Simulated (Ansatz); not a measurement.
The system is InPd.

```
In Pd
1.0
     0.00000    2.74607    2.74607
     2.74607    0.00000    2.74607
     2.74607    2.74607    0.00000
In Pd
1 1
Cartesian
  0.0000 0.0000 0.0000
  2.7461 2.7461 2.7461
```

The cell was built by a generator and needn't be a form met in nature.

* Program: Ansatz 0.2.0
* Task: single point
* Functional: PBE
* Potentials or basis: all-electron LAPW, scalar-relativistic
* Cutoff: 269 eV (chosen from the basis error)
* Basis error allowed: 0.001 eV/atom
* k mesh: 8 × 8 × 8
* Occupations: fermi-dirac, width 0.05 eV
* Spin: no spin polarisation

On this cell: pressure 0.1 GPa; largest force zero by symmetry; band gap on the k mesh none (metal or under the smearing width).

The same run follows on a disturbed copy (atoms moved at random, drawn with an rms of 0.05 Å):

```
In Pd
1.0
     0.00000    2.74607    2.74607
     2.74607    0.00000    2.74607
     2.74607    2.74607    0.00000
In Pd
1 1
Direct
  0.99542 0.99723 0.99195
  0.50340 0.50104 0.50588
```

Q: What does the disturbed cell give?

A: The energy (extrapolated to zero smearing) moves by +8.1 meV/atom; pressure 0.5 GPa; largest force 0.388 eV/Å; band gap on the k mesh none (metal or under the smearing width).

Forces on the atoms (eV/Å):
```
In   0.224  0.279  0.148
Pd  -0.224 -0.279 -0.148
```

Stress tensor (GPa, compression positive):
```
 0.46 -0.10 -0.05
-0.10  0.63 -0.06
-0.05 -0.06  0.28
```
